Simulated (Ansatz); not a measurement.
**Random displacements in HfO₂**

Theory: DFT PBE, scalar-relativistic, plane waves, PAW (Ansatz). The runs took a 420 eV cutoff, a Γ-centred 6×6×6 mesh and Gaussian smearing (0.05 eV). Spin–orbit coupling is left out, which matters for the heavy elements here. No spin polarisation. Energies are free energies at this smearing, counted from the undisturbed cell; pressure is positive in compression.

The undisturbed cell (as given, not relaxed at this level; this form isn't the usual structure):

```xyz
6
Lattice="3.5580 0.0000 0.0000 0.0000 3.5580 0.0000 0.0000 0.0000 5.1719" Properties=species:S:1:pos:R:3 pbc="T T T"
Hf    1.7790    1.7790    2.5859
Hf    0.0000    0.0000    0.0000
O     0.0000    1.7790    3.6059
O     1.7790    0.0000    4.1519
O     1.7790    0.0000    1.5660
O     0.0000    1.7790    1.0199
```

The atoms are displaced (Å, in the unstrained cell):

```tsv
atom	ux	uy	uz
Hf1	0.119	-0.092	0.100
Hf2	-0.151	0.171	-0.435
O3	-0.024	0.059	-0.047
O4	-0.061	-0.333	0.383
O5	0.140	0.038	0.178
O6	-0.024	0.158	-0.178
```

Strain (Voigt, engineering shear): (-0.0330, -0.0088, 0.0477, -0.0186, 0.0086, -0.0310).

(1) What are the energy change, the stress and the forces?

## Answers

(1) ΔE = 913.1 meV/atom; stress (xx, yy, zz, yz, xz, xy; compression positive) (101.09, 15.00, 11.74, 6.31, 15.70, 8.86) GPa; gap on the mesh 2.25 eV.
| atom | Fx (eV/Å) | Fy | Fz |
| --- | --- | --- | --- |
| Hf1 | -3.79 | 2.82 | -8.28 |
| Hf2 | 6.48 | 3.28 | 9.60 |
| O3 | 3.33 | -0.92 | 0.91 |
| O4 | -5.58 | -2.49 | -4.14 |
| O5 | -0.30 | -1.34 | 2.37 |
| O6 | -0.15 | -1.34 | -0.47 |

Cost: 1 run of about 0.62 core-minutes, on Arm Neoverse V1 (shared hosts).